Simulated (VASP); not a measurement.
# Cl2 in VASP: settings compared

One molecule, Cl2, is run at these levels: PBE+D4, PBE+D3(BJ); tasks: single point.

Program: VASP 6.6.1. These are calculated values, not measurements. Logs are shortened: lines on timing, memory, paths and dates and some standing lists are left out, and cuts for length are marked.

### 1 The structure

The cell holds a molecule in a box, 2 atoms: a = 12.244 Å, b = 12.744 Å, c = 13.244 Å, α = 90.00°, β = 90.00°, γ = 90.00°.

### 2 Single point, PBE+D4

INCAR reads:

```
SYSTEM = Cl
  PREC = Accurate
  ENCUT = 400
  EDIFF = 1E-6
  ISMEAR = 0
  SIGMA = 0.01
  LREAL = .FALSE.
  LASPH = .TRUE.
  NELM = 80
  ALGO = Fast
  ISIF = 2
  LWAVE = .FALSE.
  LCHARG = .FALSE.
  GGA = PE
  IVDW = 13
  ISYM = 0
```

KPOINTS reads:

```
regular mesh
0
G
  1 1 1
  0 0 0
```

POSCAR reads:

```
Cl                                      
1.0
   12.2435518912      0.0000000000      0.0000000000
    0.0000000000     12.7435518912      0.0000000000
    0.0000000000      0.0000000000     13.2435518912
  Cl            
     2
Selective dynamics
Direct
     0.5070694910999975    0.4647347348999986    0.5658264453999990   F   F   F
     0.4930923196144288    0.5422085986833837    0.4356922929697721   T   T   T
```

Potentials or basis: VASP PAW PBE potentials, release 64 (Cl).

Started as:

```bash
> cat potpaw_PBE.64/Cl/POTCAR > POTCAR
> mpirun -np 4 vasp_gam > vasp.out
```

OUTCAR:

```text
SYSTEM = Cl
   PREC = Accurate
   ENCUT = 400
   EDIFF = 1E-6
   ISMEAR = 0
   LREAL = .FALSE.
   LASPH = .TRUE.
   NELM = 80
   ISIF = 2
   GGA = PE
   IVDW = 13
   ISYM = 0

 ion  position               nearest neighbor table
   1  0.507  0.465  0.566-   2 1.99
   2  0.493  0.542  0.436-   1 1.99

IMPORTANT INFORMATION: All symmetrisations will be switched off!
NOSYMM: (Re-)initialisation of all symmetry stuff for point group C_1.

----------------------------------------------------------------------------------------

                                     Primitive cell

  volume of cell :    2066.3429

  direct lattice vectors                    reciprocal lattice vectors
    12.243551891  0.000000000  0.000000000     0.081675645  0.000000000  0.000000000
     0.000000000 12.743551891  0.000000000     0.000000000  0.078471058  0.000000000
     0.000000000  0.000000000 13.243551891     0.000000000  0.000000000  0.075508444

  length of vectors
    12.243551891 12.743551891 13.243551891     0.081675645  0.078471058  0.075508444

  position of ions in fractional coordinates (direct lattice)
     0.507069491  0.464734735  0.565826445
     0.493092320  0.542208599  0.435692293

  ion indices of the primitive-cell ions
   primitive index   ion index
                 1           1
                 2           2

----------------------------------------------------------------------------------------

 KPOINTS: regular mesh

Automatic generation of k-mesh.
 Grid dimensions read from file:
 generate k-points for:    1    1    1

 Generating k-lattice:

  Cartesian coordinates                     Fractional coordinates (reciprocal lattice)
     0.081675645  0.000000000  0.000000000     1.000000000  0.000000000  0.000000000
     0.000000000  0.078471058  0.000000000     0.000000000  1.000000000  0.000000000
     0.000000000  0.000000000  0.075508444     0.000000000  0.000000000  1.000000000

  Length of vectors
     0.081675645  0.078471058  0.075508444

  Shift w.r.t. Gamma in fractional coordinates (k-lattice)
     0.000000000  0.000000000  0.000000000

 Subroutine IBZKPT returns following result:
 ===========================================

 Found      1 irreducible k-points:

 Following reciprocal coordinates:
            Coordinates               Weight
  0.000000  0.000000  0.000000      1.000000
   k-points           NKPTS =      1   k-points in BZ     NKDIM =      1   number of bands    NBANDS=     12
   number of dos      NEDOS =    301   number of ions     NIONS =      2
   total plane-waves  NPLWV = 604800
   dimension x,y,z NGX =    80 NGY =   84 NGZ =   90
   dimension x,y,z NGXF=   160 NGYF=  168 NGZF=  180
   ions per type =               2
   NGX,Y,Z   is equivalent  to a cutoff of  10.86, 10.96, 11.30 a.u.
   NGXF,Y,Z  is equivalent  to a cutoff of  21.73, 21.92, 22.60 a.u.
 SYSTEM =  Cl
   PREC   = accura    normal or accurate (medium, high low for compatibility)
   ISTART =      0    job   : 0-new  1-cont  2-samecut
   ICHARG =      2    charge: 1-file 2-atom 10-const
   ISPIN  =      1    spin polarized calculation?
   LNONCOLLINEAR =      F non collinear calculations
   LSORBIT =      F    spin-orbit coupling
   LASPH  =      T    aspherical Exc in radial PAW
   ENCUT  =  400.0 eV  29.40 Ry    5.42 a.u.  19.97 20.78 21.60*2*pi/ulx,y,z
   NELM   =     80;   NELMIN=  2; NELMDL= -5     # of ELM steps
   EDIFF  = 0.1E-05   stopping-criterion for ELM
   LREAL  =      F    real-space projection
   EDIFFG = 0.1E-04   stopping-criterion for IOM
   NSW    =      0    number of steps for IOM
   IBRION =     -1    ionic relax: 0-MD 1-quasi-New 2-CG
   NFREE  =      0    steps in history (QN), initial steepest desc. (CG)
   ISIF   =      2    stress and relaxation
   ISYM   =      0    0-nonsym 1-usesym 2-fastsym
   POTIM  = 0.5000    time-step for ionic-motion
   TEBEG  =    0.0;   TEEND  =   0.0 temperature during run
   PSTRESS=    0.0 pullay stress
   NELECT =      14.0000    total number of electrons
   NUPDOWN=      -1.0000    fix difference up-down
   EMIN   =  10.00;   EMAX   =-10.00  energy-range for DOS
   EFERMI =   0.00;   METHOD = LEGACY
   ISMEAR =     0;   SIGMA  =   0.01  broadening in eV -4-tet -1-fermi 0-gaus
   EFERMI_NEDOS =   21; number of points for ismear=-14 and -15
   IALGO  =     68    algorithm
   IMIX   =      4    mixing-type and parameters
     AMIX     =   0.40;   BMIX     =  1.00
     AMIX_MAG =   1.60;   BMIX_MAG =  1.00
  volume/ion in A,a.u.               =    1033.17      6972.19
  Fermi-wavevector in a.u.,A,eV,Ry     =   0.309778  0.585395  1.305645  0.095962
  Thomas-Fermi vector in A             =   1.186804
   LORBIT       =      0    0 simple, 1 ext, 2 COOP (PROOUT), +10 PAW based schemes
   GGA     = PE    functional components
   LHFCALC =     F    Hartree Fock is set to
   AEXX    =    0.0000 exact exchange contribution
   IVDW    =    13    specifies the selected vdW correction
   LEPSILON=     F    determine dielectric tensor
   LRPA    =     F    only Hartree local field effects (RPA)
 non-spin polarized calculation
 RMM-DIIS sequential band-by-band and
 Gauss-broadening in eV      SIGMA  =   0.01
  energy-cutoff  :      400.00
  volume of cell :     2066.34
 maximum number of plane-waves:     18715
 NGX is ok and might be reduce to    80
   NGX = 39   NGY = 41   NGZ = 43

 number of electron      13.9999992 magnetization

 Free energy of the ion-electron system (eV)
  ---------------------------------------------------
  ext. energy  EPLUGINS =         0.00000000
  ---------------------------------------------------
  free energy    TOTEN  =        -3.59854750 eV

  energy without entropy =       -3.59854750  energy(sigma->0) =       -3.59854750

 E-fermi :  -7.0443     XC(G=0):  -0.4765

 val. band max:       -7.1214720521   @ k =   0.0000   0.0000   0.0000
 cond. band min:      -4.0631275323   @ k =   0.0000   0.0000   0.0000
 fundamental gap:      3.0583445198
 Fermi energy:        -7.0442961780

 k-point     1 :       0.0000    0.0000    0.0000
  band No.  band energies     occupation
      1     -23.3624      2.00000
      2     -19.1147      2.00000
      3     -11.7931      2.00000
      4      -9.7844      2.00000
      5      -9.7842      2.00000
      6      -7.1217      2.00000
      7      -7.1215      2.00000
      8      -4.0631      0.00000
      9      -0.3324      0.00000
     10       0.5675      0.00000
     11       0.6521      0.00000
     12       0.7441      0.00000

------------------------ aborting loop because EDIFF is reached ----------------------------------------

  DFT-D4 for vdW energy calculation

  Edisp (eV):   -0.03053

  FORCE on cell =-STRESS in cart. coord.  units (eV):
  Direction    XX          YY          ZZ          XY          YZ          ZX
  --------------------------------------------------------------------------------------
  -------------------------------------------------------------------------------------
  Total      -0.02326    -0.02589    -0.02942     0.00030     0.00302    -0.00061
  in kB      -0.01803    -0.02008    -0.02281     0.00023     0.00234    -0.00047
  external pressure =       -0.02 kB  Pullay stress =        0.00 kB

 VOLUME and BASIS-vectors are now :
 -----------------------------------------------------------------------------
  energy-cutoff  :      400.00
  volume of cell :     2066.34
      direct lattice vectors                 reciprocal lattice vectors
    12.243551891  0.000000000  0.000000000     0.081675645  0.000000000  0.000000000
     0.000000000 12.743551891  0.000000000     0.000000000  0.078471058  0.000000000
     0.000000000  0.000000000 13.243551891     0.000000000  0.000000000  0.075508444

 POSITION                                       TOTAL-FORCE (eV/Angst)
 -----------------------------------------------------------------------------------
      6.20833      5.92237      7.49355         0.000342      0.000006     -0.000275
      6.03720      6.90966      5.77011        -0.000342     -0.000006      0.000275
 -----------------------------------------------------------------------------------
    total drift:                               -0.000144      0.000334      0.000257

  FREE ENERGIE OF THE ION-ELECTRON SYSTEM (eV)
  ---------------------------------------------------
  free  energy   TOTEN  =        -3.6290736127 eV

  energy  without entropy=       -3.6290736127  energy(sigma->0) =       -3.62907361
```

Run time: 18 s. Hardware: 4 MPI ranks of Intel Xeon Platinum 8488C (Sapphire Rapids), shared host; peak memory 0.39 GiB.

Results:

| Property | Result |
| --- | --- |
| Free energy | -3.6291 eV |
| Gap between the frontier levels | 3.06 eV |
| Dispersion energy per atom | -0.015 eV |

PBE gaps usually lie below the measured ones, often by a third to a half.

### 3 Single point, PBE+D3(BJ)

INCAR, as its differences from that of step 2:

```diff
@@ -2,3 +2,3 @@
   PREC = Accurate
-  ENCUT = 400
+  ENCUT = 520
   EDIFF = 1E-6
@@ -14,3 +14,3 @@
   GGA = PE
-  IVDW = 13
+  IVDW = 12
   ISYM = 0
```

KPOINTS is that of step 2.

POSCAR is that of step 2.

Potentials or basis: VASP PAW PBE potentials, release 64 (Cl).

Started as:

```bash
> cat potpaw_PBE.64/Cl/POTCAR > POTCAR
> mpirun -np 4 vasp_gam > vasp.out
```

OUTCAR:

```text
SYSTEM = Cl
   PREC = Accurate
   ENCUT = 520
   EDIFF = 1E-6
   ISMEAR = 0
   LREAL = .FALSE.
   LASPH = .TRUE.
   NELM = 80
   ISIF = 2
   GGA = PE
   IVDW = 12
   ISYM = 0
 IVDW          = 12

 ion  position               nearest neighbor table
   1  0.507  0.465  0.566-   2 1.99
   2  0.493  0.542  0.436-   1 1.99

IMPORTANT INFORMATION: All symmetrisations will be switched off!
NOSYMM: (Re-)initialisation of all symmetry stuff for point group C_1.

----------------------------------------------------------------------------------------

                                     Primitive cell

  volume of cell :    2066.3429

  direct lattice vectors                    reciprocal lattice vectors
    12.243551891  0.000000000  0.000000000     0.081675645  0.000000000  0.000000000
     0.000000000 12.743551891  0.000000000     0.000000000  0.078471058  0.000000000
     0.000000000  0.000000000 13.243551891     0.000000000  0.000000000  0.075508444

  length of vectors
    12.243551891 12.743551891 13.243551891     0.081675645  0.078471058  0.075508444

  position of ions in fractional coordinates (direct lattice)
     0.507069491  0.464734735  0.565826445
     0.493092320  0.542208599  0.435692293
[... 105 lines left out ...]

 val. band max:       -7.1225970400   @ k =   0.0000   0.0000   0.0000
 cond. band min:      -4.0638972444   @ k =   0.0000   0.0000   0.0000
 fundamental gap:      3.0586997957
 Fermi energy:        -7.0448899657

 k-point     1 :       0.0000    0.0000    0.0000
  band No.  band energies     occupation
      1     -23.3618      2.00000
      2     -19.1137      2.00000
      3     -11.7942      2.00000
      4      -9.7854      2.00000
      5      -9.7852      2.00000
      6      -7.1228      2.00000
      7      -7.1226      2.00000
      8      -4.0639      0.00000
      9      -0.3325      0.00000
     10       0.5605      0.00000
     11       0.6523      0.00000
     12       0.7429      0.00000

------------------------ aborting loop because EDIFF is reached ----------------------------------------

 Edisp (eV)   -0.02838

 E8    (eV) :    -0.0110

  FORCE on cell =-STRESS in cart. coord.  units (eV):
  Direction    XX          YY          ZZ          XY          YZ          ZX
  --------------------------------------------------------------------------------------
  -------------------------------------------------------------------------------------
  Total      -0.02313    -0.02273    -0.02180    -0.00012    -0.00129     0.00023
  in kB      -0.01793    -0.01763    -0.01690    -0.00010    -0.00100     0.00017
  external pressure =       -0.02 kB  Pullay stress =        0.00 kB

 VOLUME and BASIS-vectors are now :
 -----------------------------------------------------------------------------
  energy-cutoff  :      520.00
  volume of cell :     2066.34
      direct lattice vectors                 reciprocal lattice vectors
    12.243551891  0.000000000  0.000000000     0.081675645  0.000000000  0.000000000
     0.000000000 12.743551891  0.000000000     0.000000000  0.078471058  0.000000000
     0.000000000  0.000000000 13.243551891     0.000000000  0.000000000  0.075508444

 POSITION                                       TOTAL-FORCE (eV/Angst)
 -----------------------------------------------------------------------------------
      6.20833      5.92237      7.49355         0.000075     -0.001319      0.001997
      6.03720      6.90966      5.77011        -0.000075      0.001319     -0.001997
 -----------------------------------------------------------------------------------
    total drift:                                0.000117      0.000402     -0.000056

  FREE ENERGIE OF THE ION-ELECTRON SYSTEM (eV)
  ---------------------------------------------------
  free  energy   TOTEN  =        -3.6263967348 eV

  energy  without entropy=       -3.6263967348  energy(sigma->0) =       -3.62639673
```

It took 26 s on 4 MPI ranks of Intel Xeon Platinum 8488C (Sapphire Rapids), shared host; peak memory 0.53 GiB.

What came out:

```yaml
Free_energy: -3.6264 eV
Gap_between_the_frontier_levels: 3.06 eV
Dispersion_energy_per_atom: -0.014 eV
```

Forces on the atoms (eV/Å):
```
Cl   0.000 -0.001  0.002
Cl   0.000  0.001 -0.002
```

Levels at points of the mesh, in eV from the valence-band top:
```
           k point  band 3  band 4  band 5  band 6  band 7  band 8  band 9  band 10  band 11  band 12
(0.00, 0.00, 0.00)   -4.67   -2.66   -2.66    0.00    0.00    3.06    6.79     7.68     7.77     7.87
```
